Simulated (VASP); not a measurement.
# BeSe: relaxation of the atoms with PBE+D3(BJ)

Crystal: BeSe.

```
Be Se
1.0
     0.00000    2.57338    2.57338
     2.57338    0.00000    2.57338
     2.57338    2.57338    0.00000
Be Se
1 1
Direct
  0.00000 0.00000 0.00000
  0.25000 0.25000 0.25000
```

The cell isn't the ideal one: a relaxed cell with its volume scaled by 1.02.

```yaml
Program: VASP 6.6.1
Task: relaxation of the atoms
Functional: PBE
Dispersion: D3(BJ)
Potentials_or_basis: VASP PAW PBE potentials, release 64 (Be, Se)
Cutoff: 600 eV
k_mesh: 10 × 10 × 10
Occupations: gaussian, width 0.03 eV
Spin: no spin polarisation
Further_INCAR_settings: ALGO = Normal; EDIFF = 1e-07; IBRION = 2; EDIFFG = -0.01; NSW = 40
```

The pressure after relaxing is -1.5 GPa. The band gap on the k mesh is 2.63 eV, indirect (least direct gap 4.35 eV) and the dispersion energy per atom is -0.315 eV.

Final structure:
```cif
data_structure
_symmetry_space_group_name_H-M 'P 1'
_symmetry_Int_Tables_number 1
_cell_length_a 3.6393
_cell_length_b 3.6393
_cell_length_c 3.6393
_cell_angle_alpha 60.000
_cell_angle_beta 60.000
_cell_angle_gamma 60.000
_cell_volume 34.08
loop_
_atom_site_label
_atom_site_type_symbol
_atom_site_fract_x
_atom_site_fract_y
_atom_site_fract_z
_atom_site_occupancy
Be1 Be 0.00000 0.00000 0.00000 1
Se1 Se 0.25000 0.25000 0.25000 1
```

Levels at points of the mesh, in eV from the valence-band top:
```tsv
k point	band 2	band 3	band 4	band 5	band 6	band 7
(0.00, 0.00, 0.00)	0.00	0.00	0.00	4.35	5.01	5.01
(0.50, 0.00, 0.00)	-5.70	-1.07	-1.07	4.33	5.97	5.97
(0.50, 0.50, 0.00)	-5.07	-2.65	-2.65	2.63	4.20	11.70
```

Wall time 8 s on 1 thread of AMD EPYC 9R45 96-Core Processor (Zen 5), with other jobs on the host, peak memory 0.16 GiB.

Caveat: the relaxation stopped at its first step, so nothing moved. A k mesh can miss the band edges.
